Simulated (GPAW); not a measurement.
# Te2Mo (P6_3/mmc) in GPAW: notebook

The runs below take Te2Mo through dielectric tensor, one-shot levels on a semilocal density, hybrid scf, with PBE, TPSS, r2SCANh.

Everything below comes from runs of GPAW 26.7.0. Logs are shortened: lines on timing, memory, paths and dates and some standing lists are left out, and cuts for length are marked. The log counts tension as positive stress, the text compression.

**1. The crystal as given**

The structure is hexagonal, space group P6_3/mmc (No. 194). The conventional cell has a = 3.518 Å, b = 3.518 Å, c = 13.974 Å, α = 90.00°, β = 90.00°, γ = 120.00°. Around Te (site symmetry 3m) lie 3 Mo at 2.72 Å. Mo (site symmetry -6m2) has 6 Te at 2.72 Å as nearest neighbours.

**2. Dielectric tensor, PBE**

Contents of run.py:

```python
import numpy as np
from ase.dft.bandgap import bandgap
from ase.io import write
from ase.spacegroup import crystal
from gpaw import GPAW, PW
from gpaw.response.df import DielectricFunction

# Te 4f
# Mo 2c
atoms = crystal(['Te', 'Mo'],
                basis=[[0.6666666667, 0.3333333333, 0.379],
                       [0.6666666667, 0.3333333333, 0.75]],
                spacegroup=194, setting=1,  # P6_3/mmc
                cellpar=[3.5182, 3.5182, 13.9736, 90.0, 90.0, 120.0],
                primitive_cell=True)

calc = GPAW(mode=PW(500),
            xc='PBE',
            kpts={'size': (7, 7, 2), 'gamma': True},
            occupations={'name': 'fermi-dirac', 'width': 0.001},
            nbands=46,
            convergence={'density': 1e-06},
            maxiter=150,
            txt='gpaw.txt')
atoms.calc = calc
energy = atoms.get_potential_energy()
calc.write('gs.gpw')
write('result.traj', atoms)
print(f'Energy: {energy:.6f} eV')
print('Fermi level:', round(calc.get_fermi_level(), 4), 'eV')
print(f'Gap: {bandgap(calc)[0]:.4f} eV, direct: {bandgap(calc, direct=True)[0]:.4f} eV')

for size in [(10, 10, 3), (14, 14, 3)]:
    name = 'x'.join(str(n) for n in size)
    dense = calc.fixed_density(kpts={'size': size, 'gamma': True},
                               nbands=80, convergence={'bands': 74},
                               update_fermi_level=True, txt=f'dense-{name}.txt')
    dense.write(f'{name}.gpw', mode='all')
    df = DielectricFunction(f'{name}.gpw', frequencies=np.array([0.0]), hilbert=False, eta=0.001,
                            ecut=80, nbands=74, intraband=False, txt=f'df-{name}.txt')
    for xc in ['RPA', 'ALDA', 'Bootstrap']:
        for direction in ['x', 'y', 'z', [0, 1, 1], [1, 0, 1], [1, 1, 0]]:
            e0, e = df.get_macroscopic_dielectric_constant(xc=xc, direction=direction)
            print(f'{name} {xc} {direction}: {e0:.4f} without, {e:.4f} with local fields')
```

Potentials or basis: GPAW PAW data sets (gpaw-data 1.2.1), pw.

On the command line:

```sh
> OMP_NUM_THREADS=1 python run.py
```

gpaw.txt:

```text
__  _  _
 | _ |_)|_||  |
 |__||  | ||/\| - 26.7.0

Input parameters:
  mode=PW(ecut=500.0),
  convergence={'density': 1e-06},
  kpts=MonkhorstPack(size=(7, 7, 2), gamma=True),
  maxiter=150,
  nbands=46,
  occupations=Occupations(name='fermi-dirac', width=0.001),
  xc=XC(name='PBE')

Diagonalizing LCAO Hamiltonian
Converting LCAO to pw mode

        Te

           Mo

        Te

           Te

        Mo

           Te

Atoms  # Å, Bohr magnetons
|   | symbol |         x |        y |         z |    initial magnetic moments |
|---|--------|-----------|----------|-----------|-----------------------------|
| 0 |     Te |  1.759100 | 1.015617 |  5.295994 | ( 0.0000,  0.0000,  0.0000) |
| 1 |     Te | -0.000000 | 2.031234 | 12.282794 | ( 0.0000,  0.0000,  0.0000) |
| 2 |     Te | -0.000000 | 2.031234 |  8.677606 | ( 0.0000,  0.0000,  0.0000) |
| 3 |     Te |  1.759100 | 1.015617 |  1.690806 | ( 0.0000,  0.0000,  0.0000) |
| 4 |     Mo |  1.759100 | 1.015617 | 10.480200 | ( 0.0000,  0.0000,  0.0000) |
| 5 |     Mo | -0.000000 | 2.031234 |  3.493400 | ( 0.0000,  0.0000,  0.0000) |

Unit cell  # Å
| periodic |         x |        y |         z |   lengths |     angles |
|----------|-----------|----------|-----------|-----------|------------|
|      yes |  3.518200 | 0.000000 |  0.000000 |  3.518200 |  90.000000 |
|      yes | -1.759100 | 3.046851 |  0.000000 |  3.518200 |  90.000000 |
|      yes |  0.000000 | 0.000000 | 13.973600 | 13.973600 | 120.000000 |

Number of symmetries: 12
Symmetry operations  # r_c * U_cc + t_c -> r_c
|    | kind |            matrix            |
|----|------|------------------------------|
|  0 |  σ   |  1, 1, 0,  0,-1, 0,  0, 0, 1 |
|  1 |  S6  |  1, 1, 0, -1, 0, 0,  0, 0,-1 |
|  2 |  E   |  1, 0, 0,  0, 1, 0,  0, 0, 1 |
|  3 |  C2  |  1, 0, 0, -1,-1, 0,  0, 0,-1 |
|  4 |  C2  |  0, 1, 0,  1, 0, 0,  0, 0,-1 |
|  5 |  C3  |  0, 1, 0, -1,-1, 0,  0, 0, 1 |
|  6 |  S6  |  0,-1, 0,  1, 1, 0,  0, 0,-1 |
|  7 |  σ   |  0,-1, 0, -1, 0, 0,  0, 0, 1 |
|  8 |  σ   | -1, 0, 0,  1, 1, 0,  0, 0, 1 |
|  9 |  i   | -1, 0, 0,  0,-1, 0,  0, 0,-1 |
| 10 |  C3  | -1,-1, 0,  1, 0, 0,  0, 0, 1 |
| 11 |  C2  | -1,-1, 0,  0, 1, 0,  0, 0,-1 |

BZ-sampling:
  Number of BZ points: 98
  Number of IBZ points: 16

  Monkhorst-Pack size: [7, 7, 2]
  Monkhorst-Pack shift: [0.0, 0.0, 0.25]

K-points  # in reciprocal-cell coordinates
|     |                                coordinates |     weight |
|-----|--------------------------------------------|------------|
|   0 | (  0.00000000,   0.00000000,   0.00000000) | 0.01020408 |
|   1 | (  0.00000000,   0.00000000,   0.50000000) | 0.01020408 |
|   2 | (  0.14285714,   0.00000000,   0.00000000) | 0.06122449 |
|   3 | (  0.14285714,   0.00000000,   0.50000000) | 0.06122449 |
|   4 | (  0.28571429,  -0.14285714,   0.00000000) | 0.06122449 |
|   5 | (  0.28571429,  -0.14285714,   0.50000000) | 0.06122449 |
|   6 | (  0.28571429,   0.00000000,   0.00000000) | 0.06122449 |
|   7 | (  0.28571429,   0.00000000,   0.50000000) | 0.06122449 |
|   8 | (  0.42857143,  -0.14285714,   0.00000000) | 0.12244898 |
|   9 | (  0.42857143,  -0.14285714,   0.50000000) | 0.12244898 |
| ... |                                            |            |
|  15 | (  0.42857143,   0.42857143,   0.50000000) | 0.06122449 |

Plane wave coefficients: 3831
Cutoff: 500.0 eV

Spin-components: 1 (collinear spins)
Bands:           46
Projectors:      32
Spin-degeneracy: 2
Datatype:        complex128

Density:
  Valence electrons: 52.0
  Components: 1
  Grid points: [20 20 75]
  Charge: 0.0  # |e|

Potential:
  Grid points: [20 20 75]

species:
  Te:
    name:    Tellurium
    Z:       52.0
    valence: 6
    core:    46
    charge:  0.0  # [|e|]
    compensation charges:
      type: gauss
      rc: 0.36  # [Å]
      lmax: 2
    cutoffs:
      filter: 2.09  # [Å]
      core: 3.17  # [Å]
    projectors
    | kind |    occ | energy [eV] | rcut [Å] |
    |------|--------|-------------|----------|
    |   5s |  2.000 |     -15.089 |    1.180 |
    |   5p |  4.000 |      -5.955 |    1.196 |
    |    s |        |      12.123 |    1.180 |
    |    p |        |      21.256 |    1.196 |
    |    d |        |       0.000 |    1.238 |

    Using partial waves for Te as LCAO basis

  Mo:
    name:    Molybdenum
    Z:       42.0
    valence: 14
    core:    28
    charge:  0.0  # [|e|]
    compensation charges:
      type: gauss
      rc: 0.38  # [Å]
      lmax: 2
    cutoffs:
      filter: 2.16  # [Å]
      core: 1.42  # [Å]
    projectors
    | kind |    occ | energy [eV] | rcut [Å] |
    |------|--------|-------------|----------|
    |   4s |  2.000 |     -64.307 |    1.238 |
    |   5s |  1.000 |      -4.084 |    1.238 |
    |   4p |  6.000 |     -38.491 |    1.296 |
    |   5p |  0.000 |      -1.044 |    1.296 |
    |   4d |  5.000 |      -3.754 |    1.296 |
    |    d |        |      23.458 |    1.296 |

    Using partial waves for Mo as LCAO basis

Reference energy: -959430.878998  # eV

eigensolver:
  PPCG
  Converge bands: occupied
  niter=2

density mixing:
  MSR1-Mixer
  Pratt-step length: 0.05
  Maximum mixing coefficient: 0.75
  Old densities: 10
  SVD Regularization: 0.005
  Good broyden scale: 1.0
  Trust region scale: 1.0
  Backstep threshold: 4.0
  History deletion threshold: 6.0
  Fourier metric: weight=20.0, sigma=0.015

occupation numbers:
  Fermi-Dirac:
    width: 0.0010  # eV

poisson solver:
  ecut: 4000.0  # eV

xc functional:
  name: PBE with 2 nearest neighbor stencil

convergence criteria:
- Maximum integral of absolute [dens]ity change: 1e-06 electrons / valence electron
- Maximum [total energy] change in last 3 cyles: 0.0005 eV / valence electron
- Maximum integral of absolute [eigenst]ate change: 4e-08 eV^2 / valence electron
maximum number of iterations: 150

SCF iterations
|iter     | |      energy | eigst |  dens |
|---------|-|-------------|-------|-------|
|iter:   1| |  -38.245172 | +0.44 |       |
|iter:   2| |  -38.047063 | -1.44 | -1.09 |
|iter:   3| |  -37.341151 | -1.46 | -1.12 |
|iter:   4| |  -37.041111 | -1.74 | -1.36 |
|iter:   5| |  -36.984915 | -2.50 | -1.77 |
|iter:   6| |  -37.024139 | -3.13 | -2.11 |
|iter:   7| |  -36.985192 | -3.54 | -2.07 |
|iter:   8| |  -36.985245 | -5.07 | -2.94 |
|iter:   9| |  -36.985259c| -5.91 | -3.33 |
|iter:  10| |  -36.985259c| -7.17 | -4.13 |
|iter:  11| |  -36.985259c| -7.90c| -4.91 |
|iter:  12| |  -36.985259c| -8.25c| -5.36 |
|iter:  13| |  -36.985259c| -8.76c| -5.97 |
|iter:  14| |  -36.985259c| -9.05c| -6.41c|

Converged in 14 steps
Energy contributions relative to reference atoms: (reference = -959430.878998)

Energy contributions:
  Kinetic:          18.890140
  Coulomb:         -25.528544
  Zero:             -0.155595
  External:          0.000000
  Xc:              -30.191260
  Entropy:          -0.000000
  Spinorbit:         0.000000
  ----------------------------
  Free energy:     -36.985259
  Extrapolated:    -36.985259

dipole moment: (-0.000099, -0.000172, -0.000789)  # |e|*Ang

Fermi level: 8.791
Eigenvalues  # (at kpt = [0.000, 0.000, 0.000])
| band index |      eig [eV] | occ [0-2] |
|------------|---------------|-----------|
|          0 |       -52.717 |     2.000 |
|        ... |               |           |
|         18 |         6.325 |     2.000 |
|         19 |         7.086 |     2.000 |
|         20 |         7.092 |     2.000 |
|         21 |         7.092 |     2.000 |
|         22 |         7.127 |     2.000 |
|         23 |         7.127 |     2.000 |
|         24 |         7.814 |     2.000 |
|         25 |         8.138 |     2.000 |
|         26 |        11.034 |     0.000 |
|         27 |        11.034 |     0.000 |
|         28 |        11.167 |     0.000 |
|         29 |        11.167 |     0.000 |
|         30 |        11.259 |     0.000 |
|         31 |        11.259 |     0.000 |
|         32 |        11.512 |     0.000 |
|         33 |        11.512 |     0.000 |
|        ... |               |           |
|         45 |        19.180 |     0.000 |

Gap: 0.830 eV
Transition (v -> c):
  (s=0, k=0, n=25, [0.00, 0.00, 0.00]) -> (s=0, k=8, n=26, [0.43, -0.14, 0.00])
Direct/indirect transitions are different
Direct gap: 1.238 eV
Transition at: (s=0, k=12, n=25, [0.43, 0.29, 0.00])
# Writing to gs.gpw (mode='')
```

Wall time 31 min (1 thread of Arm Neoverse V1, shared host); peak memory 2.9 GiB.

What came out:

- Free energy: -36.9853 eV
- Band gap on the k mesh: 0.83 eV, indirect (least direct gap 1.24 eV)
- Electronic dielectric tensor (diagonal): 17.86, 17.86, 9.88

Electronic dielectric tensor:
```
17.86  0.00  0.00
 0.00 17.86  0.00
 0.00  0.00  9.88
```

Caveat: the long-wavelength limit can be off by several per cent where d states take part; spin-orbit coupling is left out, which moves the levels of the heavy elements; an odd mesh through Γ misses points on the zone boundary, where band edges often lie.

(Continued in part 2 of 3.)
